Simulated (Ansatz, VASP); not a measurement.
**One calculation of MgO, two programs**

Contents of INCAR:

```
  PREC = Accurate
  ENCUT = 520
  EDIFF = 1E-6
  ISMEAR = -1
  SIGMA = 0.1
  LREAL = False
  LASPH = True
  NELM = 80
  ALGO = Normal
  ISIF = 2
  LWAVE = False
  LCHARG = False
  GGA = PE
  NBANDS = 11
```

Contents of KPOINTS:

```
regular mesh
0
Gamma
  9 9 9
```

The input POSCAR:

```
MgO
1.0
    0.0000000000      2.1525000000      2.1525000000
    2.1525000000      0.0000000000      2.1525000000
    2.1525000000      2.1525000000      0.0000000000
Mg O
1 1
Direct
    0.0000000000      0.0000000000      0.0000000000
    0.5000000000      0.5000000000      0.5000000000
```

Input for Ansatz:

```yaml
crystal:
  lattice:
    - [0.0, 2.1525, 2.1525]
    - [2.1525, 0.0, 2.1525]
    - [2.1525, 2.1525, 0.0]
  atoms:
    - { symbol: Mg, position: [0.0, 0.0, 0.0] }
    - { symbol: O, position: [0.5, 0.5, 0.5] }
hamiltonian:
  xc: pbe
  pseudopotentials: { kind: paw }
basis:
  ecutwfc: 420
kpoints:
  mp_grid: { grid: [9, 9, 9] }
scf:
  occupations: { method: fermi_dirac, width: 0.1 }
  lower_state_search: "off"
output:
  forces: true
  stress: true
```

Alike in both runs: task single point; functional PBE; k mesh 9 × 9 × 9; occupations fermi-dirac, width 0.1 eV; no spin polarisation.

```csv
,VASP,Ansatz
version,VASP 6.6.1,Ansatz 0.2.0
potentials or method,"VASP PAW PBE potentials, release 64 (Mg, O)","PAW, plane waves, scalar-relativistic"
plane-wave cutoff (eV),520,420
valence electrons in the cell,8,16
```

```csv
,VASP,Ansatz,Ansatz less VASP
pressure (GPa),-5.7,-5.0,+0.75
```

The two sets of potentials don't hold the same shells in valence.
